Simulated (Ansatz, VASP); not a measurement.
One calculation of InSb, two programs

File INCAR:

```
ALGO     = Normal         # electronic algorithm
EDIFF    = 1E-7           # SCF threshold, eV
ENCUT    = 520            # plane-wave cutoff, eV
GGA      = PE             # functional
ISIF     = 2              # what is computed and relaxed
ISMEAR   = 0              # smearing method
LASPH    = T              # aspherical terms in the spheres
LCHARG   = F              # write CHGCAR
LREAL    = F              # projectors in reciprocal space
LWAVE    = F              # write WAVECAR
NBANDS   = 16             # bands
NELM     = 100            # most SCF steps
PREC     = Accurate       # precision mode
SIGMA    = 0.15           # smearing width, eV
```

The input KPOINTS:

```
k-points
0
Gamma
  12 12 12
```

File POSCAR:

```
InSb
1.0
    0.0000000000      3.1095360000      3.3686640000
    3.1095360000      0.0000000000      3.3686640000
    3.1095360000      3.1095360000      0.0000000000
In Sb
1 1
Direct
    0.0000000000      0.0000000000      0.0000000000
    0.7500000000      0.7500000000      0.7500000000
```

Input for Ansatz:

```yaml
crystal:
  lattice:
    - [0.0, 3.109536, 3.368664]
    - [3.109536, 0.0, 3.368664]
    - [3.109536, 3.109536, 0.0]
  atoms:
    - { symbol: In, position: [0.0, 0.0, 0.0] }
    - { symbol: Sb, position: [0.75, 0.75, 0.75] }
basis:
  ecutwfc: 420
kpoints:
  mp_grid: { grid: [12, 12, 12] }
hamiltonian:
  xc: pbe
scf:
  occupations: { method: gaussian, width: 0.15 }
output:
  forces: true
  stress: true
  eigenvalues: true
```

Change from the starting cell: strain -0.040 along x and y, +0.040 along z, atoms carried along.

Alike in both runs: task single point; functional PBE; k mesh 12 × 12 × 12; occupations gaussian, width 0.15 eV; no spin polarisation.

|  | VASP | Ansatz |
| --- | --- | --- |
| version | VASP 6.6.1 | Ansatz 0.2.0 |
| potentials or method | VASP PAW PBE potentials, release 64 (In_d, Sb) | scalar-relativistic, plane waves, PAW |
| plane-wave cutoff (eV) | 520 | 420 |
| valence electrons in the cell | 18 | 28 |

|  | VASP | Ansatz | Ansatz less VASP |
| --- | --- | --- | --- |
| gap on the k mesh at the Fermi level (eV) | none | none | - |
| pressure (GPa) | 5.4 | 5.4 | +0.02 |
| largest component of the traceless stress (GPa) | 1.58 | 1.58 | -0.004 |

A gap of «none» marks a metal or a gap that the smearing closes. The two sets of potentials don't hold the same shells in valence.

Spin-orbit coupling is left out, which matters for the levels of Sb.
